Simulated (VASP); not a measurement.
A run of VASP 6.6.1 is set up as follows.

File INCAR:

```
SYSTEM = KI
PREC     = Accurate       ! precision mode
ENCUT    = 600            ! plane-wave cutoff, eV
EDIFF    = 1E-6           ! SCF threshold, eV
ISMEAR   = 0              ! smearing method
SIGMA    = 0.03           ! smearing width, eV
LREAL    = .FALSE.        ! projectors in reciprocal space
LASPH    = .TRUE.         ! aspherical terms in the spheres
NELM     = 80             ! most SCF steps
ALGO     = Normal         ! electronic algorithm
ISIF     = 3              ! what is computed and relaxed
LWAVE    = .FALSE.        ! write WAVECAR
LCHARG   = .FALSE.        ! write CHGCAR
GGA      = PE             ! functional
IBRION   = 2              ! ionic algorithm
NSW      = 90             ! ionic steps
EDIFFG   = -0.01          ! ionic threshold
```

File KPOINTS:

```
Automatic mesh
0
G
  8 8 8
  0 0 0
```

POSCAR

```
KI
1.0
    0.0000000000      3.5327750000      3.5327750000
    3.5327750000      0.0000000000      3.5327750000
    3.5327750000      3.5327750000      0.0000000000
K I
1 1
Direct
    0.0000000000      0.0000000000      0.0000000000
    0.5000000000      0.5000000000      0.5000000000
```

Potentials or basis: VASP PAW PBE potentials, release 64 (K_sv, I).

Launch:

```bash
$ cat potpaw_PBE.64/K_sv/POTCAR potpaw_PBE.64/I/POTCAR > POTCAR
$ mpirun -np 1 vasp_std > vasp.out
```

Q: What does it give for the space group after relaxing (to 0.05 Å)?

A: Fm-3m (No. 225).

Q: Predict the band gap on the k mesh.

A: 3.85 eV, direct.

The path:
| step | energy change (eV) | largest force (eV/Å) | pressure (GPa) | volume (Å³) |
| --- | --- | --- | --- | --- |
| 1 | 0.0000 | 0.0000 | 0.62 | 88.18 |
| 2 | -0.0063 | 0.0000 | 0.31 | 90.38 |
| 3 | -0.0085 | 0.0000 | -0.05 | 93.30 |
| 4 | -0.0086 | 0.0000 | 0.00 | 92.88 |

Caveat: spin-orbit coupling is left out, which moves the levels of the heavy elements. Zero-point motion and thermal expansion aren't in these numbers.
